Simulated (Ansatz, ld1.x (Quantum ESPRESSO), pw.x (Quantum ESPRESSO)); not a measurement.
From atom to crystal: RRKJ potential for Ir (Z = 77)

| Quantity | Value |
| --- | --- |
| Element | iridium (Ir) |
| Generator | ld1.x (Quantum ESPRESSO) 7.5 |
| Type | norm-conserving RRKJ (Kleinman–Bylander form) |
| Functional | PBE |
| Relativity | scalar-relativistic |
| Frozen core | [Xe] 4f14 |
| Valence charge | 9 |
| Reference configuration | 5d7 6s2 6p0 |
| Partial waves | 6p (bound, empty): rc 3.60 bohr; 5d (bound): rc 1.45 bohr; 6s (bound): rc 1.80 bohr |
| Local potential | the s channel |
| Core correction | none |

Atomic tests: cutoffs needed: 70 Ry and 110 Ry (the cutoffs (Ry, on a coarse ladder) from which the occupation-weighted sum of valence levels, in a spherical-Bessel basis at the reference potential, stays within 10 and 1 mRy of its value at 400 Ry); ghost test: no extra level below or beside the all-electron valence levels (p, d, s, f tested) (spherical-Bessel basis up to 400 Ry, 20 bohr box); largest excitation error: +48 meV (all-electron minus pseudo) for 5d7 6s0 6p0, out of 7 test configurations.

Crystal test: sc Ir in pw.x 7.5, no spin, 13³ k-points, Fermi–Dirac smearing 0.01 Ry, cutoffs 135/540 Ry. The reference is all-electron LAPW (Ansatz 0.2.0) with the same functional, mesh and smearing; V0 and B0 come from Birch–Murnaghan fits to the pressures at five volumes. Errors are pseudo minus all-electron; Δ is the rms difference of the E(V) curves that follow from these fits, minima aligned, over ±6 % about the mean V0. Mesh and smearing are coarse, so the numbers serve the comparison and aren't converged zero-temperature values; the lattice is a test structure that the element need not adopt.

```csv
V (Å³/atom),P all-electron (GPa),P pseudo (GPa)
16.105,15.75,21.94
16.529,7.96,13.57
16.953,1.24,6.34
17.377,-4.54,0.11
17.801,-9.51,-5.27
```

All-electron: a0 = 2.573 Å (V0 = 17.04 Å³/atom), B0 = 242.7 GPa.

Pseudopotential: mean pressure error (GPa): +5.16; a0 (Å): 2.591; a0 error (%): +0.67; B0 error (%): -2.5; Δ (meV/atom): 18.2. The largest radius (3.60 bohr) exceeds half the bond length (2.43 bohr), so the spheres overlap, which is one possible source of error among others. This is a poor potential for the solid. The logarithmic derivative shows an extra or strongly shifted pseudo pole above the reference energy (s near 1.52 Ry).

At the middle volume, how do free energy and pressure move when the wave cutoff is lowered (ecutrho kept at four times it)?

```json
{"cutoff (Ry)": "61", "shift of F (meV/atom)": "+364.7", "shift of P (GPa)": "-13.15"}
{"cutoff (Ry)": "81", "shift of F (meV/atom)": "+28.4", "shift of P (GPa)": "-1.55"}
{"cutoff (Ry)": "108", "shift of F (meV/atom)": "+9.7", "shift of P (GPa)": "-0.31"}
```

The run at the middle volume (84 k-points, 6 iterations) took about 24 s on one core of a shared host (Neoverse-V1, 32 threads, 247 GiB, load 15).
